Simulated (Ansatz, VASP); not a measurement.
# ScAl: VASP beside Ansatz

```
Sc Al
1.0
     3.27613    0.00000    0.00000
     0.00000    3.27613    0.00000
     0.00000    0.00000    3.27613
Sc Al
1 1
Direct
  0.50000 0.50000 0.50000
  0.00000 0.00000 0.00000
```

Alike in both runs: task single point; functional PBEsol; k mesh 12 × 12 × 12; occupations gaussian, width 0.1 eV; no spin polarisation.

```csv
,VASP,Ansatz
version,VASP 6.6.1,Ansatz 0.2.0
potentials or method,"VASP PAW PBE potentials, release 64 (Sc_sv, Al)","scalar-relativistic, plane waves, PAW"
plane-wave cutoff (eV),520,420
valence electrons in the cell,14,14
```

```tsv
	VASP	Ansatz	Ansatz less VASP
gap on the k mesh at the Fermi level (eV)	none	none	-
pressure (GPa)	5.9	5.7	-0.17
```

A gap of «none» marks a metal or a gap that the smearing closes. The functional is the same, so the differences come from potentials, cutoffs and numerics.

Caveats: the PAW data sets were made with another functional, which shifts forces and pressure a little (VASP).
